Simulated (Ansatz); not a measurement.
A trial cell of Ru went into the relaxation workflow.

Recipe of this trial structure of Ru: random cell by space group and Wyckoff sites (Pmmm, No. 47). Lengths were set from tabulated atomic sizes, so they are only a guess.

Space group Pmmm (No. 47). a = 1.227 Å, b = 1.912 Å, c = 3.505 Å, α = 90.00°, β = 90.00°, γ = 90.00°
```json
{"atom": "Ru", "site": "1a", "symmetry": "mmm", "x": "0.0000", "y": "0.0000", "z": "0.0000"}
```

Method: Ansatz, DFT PBE, scalar-relativistic, plane waves, PAW.

Input of a coarse relaxation:

```yaml
crystal:
  lattice:
    - [1.22743422, 0.0, 0.0]
    - [0.0, 1.91178151, 0.0]
    - [0.0, 0.0, 3.50516893]
  atoms:
    - { symbol: Ru, position: [0.0, 0.0, 0.0] }
basis:
  ecutwfc: 420
kpoints:
  mp_grid: { grid: [14, 8, 6] }
hamiltonian:
  xc: pbe
scf:
  occupations: { method: gaussian, width: 0.1 }
  lower_state_search: "off"
output:
  forces: true
  stress: true
  eigenvalues: true
relax:
  adjacent_minimum: "off"
  f_tol: 0.04
  max_steps: 70
  cell: { stress_tol: 0.4 }
```

```bash
ansatz run input.yaml --threads 1 --pin off --max-ram 2560MiB --backend cpu --events-out ev --progress --plain --runs-dir out
```

Last lines of the log:

```
SCF iter   8: F=—  HF=-5787.535580 eV  |F-HF|=—  |Δ(HF+E_count)|=   1.01e-2  Δρ=5.87e-2  dr2=6.39e-1  ethr=9.58e-4  ⟨swp⟩=6.4  Hψ=5970  notcnv=0  defer=52
SCF iter   9: F=—  HF=-5787.349715 eV  |F-HF|=—  |Δ(HF+E_count)|=   1.86e-1  Δρ=5.10e-3  dr2=7.03e-4  ethr=9.58e-4  ⟨swp⟩=4.8  Hψ=5098  notcnv=0  defer=48
SCF iter  10: F=—  HF=-5787.350344 eV  |F-HF|=—  |Δ(HF+E_count)|=   6.29e-4  Δρ=3.54e-3  dr2=2.36e-3  ethr=4.39e-6  ⟨swp⟩=2.4  Hψ=3437  notcnv=0  defer=42
SCF iter  11: F=—  HF=-5787.349587 eV  |F-HF|=—  |Δ(HF+E_count)|=   7.57e-4  Δρ=5.70e-4  dr2=1.51e-5  ethr=4.39e-6  ⟨swp⟩=2.1  Hψ=2586  notcnv=0  defer=42
SCF iter  12: F=—  HF=-5787.349662 eV  |F-HF|=—  |Δ(HF+E_count)|=   7.43e-5  Δρ=1.72e-4  dr2=1.49e-6  ethr=9.43e-8  ⟨swp⟩=2.5  Hψ=2997  notcnv=0  defer=40
SCF iter  13: F=—  HF=-5787.349662 eV  |F-HF|=—  |Δ(HF+E_count)|=   3.73e-7  Δρ=7.16e-5  dr2=4.55e-7  ethr=9.29e-9  ⟨swp⟩=2.4  Hψ=2725  notcnv=0  defer=40
SCF iter  14: F=-5787.349662 eV  HF=-5787.349662 eV  |F-HF|=1.96e-9  |Δ(HF+E_count)|=   1.07e-7  Δρ=1.03e-5  dr2=3.90e-9  ethr=6.25e-10  ⟨swp⟩=9.3  Hψ=17903  notcnv=0
Error: refused after 14 iterations: one_centre_occupation = 2.80e0 (threshold 2.00e0); read on the Ru atom at site 0 (counted from 0), in its partial waves of l = 1. The loop had accepted its state. The figure is how many electrons the atom's PAW partial-wave expansion lays in one spin orbital insid
```

Problem. What happened?

Solution. The SCF loop converged, but the program refused the state. The PAW expansion on Ru put 2.80 electrons into one spin orbital, where the Pauli principle allows one. The run has most likely filled a ghost state of the dataset, or the PAW spheres overlap too strongly; at the start of this run the shortest distance is 1.23 Å. No property of the compound can be read from it.

It took 4.7 s on 1 thread of Arm Neoverse V2 (shared host), peak memory 0.25 GiB.
